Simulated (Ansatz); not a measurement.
Set up this calculation in Ansatz 0.2.0, as the native input.

| Item | Value |
| --- | --- |
| Task | relaxation of cell and atoms |
| Functional | PBEsol |
| Potentials or basis | Ansatz PAW |
| Cutoff | 420 eV (not typed: the program's choice for these potentials) |
| k mesh | 7 × 7 × 7 |
| Occupations | fermi-dirac, width 0.05 eV |
| Spin | no spin polarisation |
| Target pressure | 30 GPa |
| Target pressure (GPa) | 30 |

The system is Sb.

```xyz
4
Lattice="-4.0300 4.0300 2.0255 4.0300 -4.0300 2.0255 4.0300 4.0300 -2.0255" Properties=species:S:1:pos:R:3 pbc="T T T"
Sb    1.2192    5.2492    0.0000
Sb    2.8108    1.2192    0.0000
Sb    2.8108   -1.2192    2.0255
Sb    1.2192    2.8108    2.0255
```

This isn't the form of Sb at room conditions, which is rhombohedral.

The input as run:

input.yaml

```yaml
crystal:
  lattice:
    - [-4.0300106443, 4.0300106443, 2.0254867038]
    - [4.0300106443, -4.0300106443, 2.0254867038]
    - [4.0300106443, 4.0300106443, -2.0254867038]
  atoms:
    - { symbol: Sb, position: [0.65126306, 0.15126306, 0.80252612] }
    - { symbol: Sb, position: [0.15126306, 0.34873694, 0.5] }
    - { symbol: Sb, position: [0.34873694, 0.84873694, 0.19747388] }
    - { symbol: Sb, position: [0.84873694, 0.65126306, 0.5] }
hamiltonian:
  xc: pbesol
  pseudopotentials: { kind: paw }
kpoints:
  mp_grid: { grid: [7, 7, 7] }
scf:
  occupations: { method: fermi_dirac, width: 0.05 }
output:
  forces: true
  stress: true
  eigenvalues: true
relax:
  f_tol: 0.01
  max_steps: 40
  cell: { stress_tol: 0.05, p_target: 30.0 }
```

Potentials or basis: Ansatz PAW.

The run is started by

```bash
$ ansatz run input.yaml --threads 2 --pin off --max-ram 5632MiB --backend cpu --events-out ev --progress --plain --runs-dir out
```

Results of the run:

| Item | Value |
| --- | --- |
| Relaxed volume | 21.95 Å³/atom |
| Relaxed cell | a = 4.850 Å, b = 4.850 Å, c = 4.850 Å, α = 109.26°, β = 109.26°, γ = 109.89° |
| Space group after relaxing (to 0.05 Å) | I4/mcm (No. 140) |
| Energy change on relaxing (the enthalpy is what falls) | +254.4 meV/atom |
| Ionic steps | 26 |
| Pressure after relaxing | 30.0 GPa |
| Band gap on the k mesh | none (metal or under the smearing width) |

Caveat: the volume moved by over 15 % at a fixed basis, so the end points are rough; the plane-wave basis is chosen anew once the cell has moved, so the energies of steps on either side of that aren't comparable; the PAW data sets come from PBE, with cores solved anew for the run's functional, which leaves a small shift of forces and pressure.

It took 110 s on 2 threads of Arm Neoverse V2, on a shared host, peak memory 0.51 GiB.
